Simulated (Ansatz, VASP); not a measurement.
## Two plane-wave programs on BN

```
B N
1.0
     2.54101    0.00000    0.00000
    -1.27051    2.20058    0.00000
     0.00000    0.00000    4.20330
B N
2 2
Direct
  0.66667 0.33333 0.99973
  0.33333 0.66667 0.49973
  0.66667 0.33333 0.62527
  0.33333 0.66667 0.12527
```

Alike in both runs: functional PBEsol; k mesh 12 × 12 × 6; no spin polarisation.

Ansatz relaxed the structure, and its values are those at the end. VASP's run is a single point on that final structure, the one shown.

|  | VASP | Ansatz |
| --- | --- | --- |
| version | VASP 6.6.1 | Ansatz 0.2.0 |
| potentials or method | VASP PAW PBE potentials, release 64 (B, N) | scalar-relativistic, plane waves, PAW |
| plane-wave cutoff (eV) | 520 | 420 |
| occupations | gaussian, width 0.01 eV | fixed |
| valence electrons in the cell | 16 | 16 |

VASP gave:

```
gap on the k mesh at the Fermi level (eV) : 4.95
least direct gap on the mesh (eV)         : 8.22
pressure (GPa)                            : 0.6
```

Question: What did Ansatz give for the same quantities?

Answer: gap on the k mesh at the Fermi level (eV): 4.96; least direct gap on the mesh (eV): 8.23; pressure (GPa): 0.0.

Caveats: the PAW data sets were made with another functional, which shifts forces and pressure a little (VASP). A k mesh can miss the band edges.
